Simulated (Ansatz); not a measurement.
## Infrared modes and screening in GaN (zincblende)

Perturbation theory with PBEsol in Ansatz 0.2.0 on the PBEsol cell, ground state and force constants on an 8×8×8 mesh. The values are computed, spin-unpolarised, and not measurements.

Space group F-43m (No. 216), cubic; a = 4.498 Å in the conventional setting, 11.38 Å³ an atom. Ga is surrounded by 4 N at 1.95 Å; N is surrounded by 4 Ga at 1.95 Å.

```xyz
2
Lattice="0.0000 2.2490 2.2490 2.2490 0.0000 2.2490 2.2490 2.2490 0.0000" Properties=species:S:1:pos:R:3 pbc="T T T"
Ga    0.0000    0.0000    0.0000
N     1.1245    1.1245    1.1245
```

Optical modes without the longitudinal term:
```
ω (cm⁻¹)  degeneracy  IR intensity, summed over the level ((D/Å)²/amu)
     537           3                                             41.93
```

The optical mode at Γ lies at 537 cm⁻¹ without the longitudinal term. With the long-range field the highest mode reaches 712 cm⁻¹. By the program's warning the force constants, and with them frequencies and ε⁰, aren't converged on this mesh.

The electronic dielectric tensor ε∞ is 6.01 in all directions. With the ions relaxed, ε⁰ is 10.6 in all directions. Born charges, averaged over directions: Ga +2.66, N -2.66 e.

With one polar mode in a cubic crystal the Lyddane-Sachs-Teller relation applies: (ω_LO/ω_TO)² = (711.5/536.8)² = 1.757, and ε⁰/ε∞ = 10.556/6.009 = 1.757. The refractive index √ε∞ is 2.45.

For comparison, on the r2SCAN cell the mean ε∞ is 5.50 with r2SCAN (ground state on 8×8×8; least gap 2.17 eV), 5.93 with PBE (ground state on 8×8×8; least gap 1.76 eV).
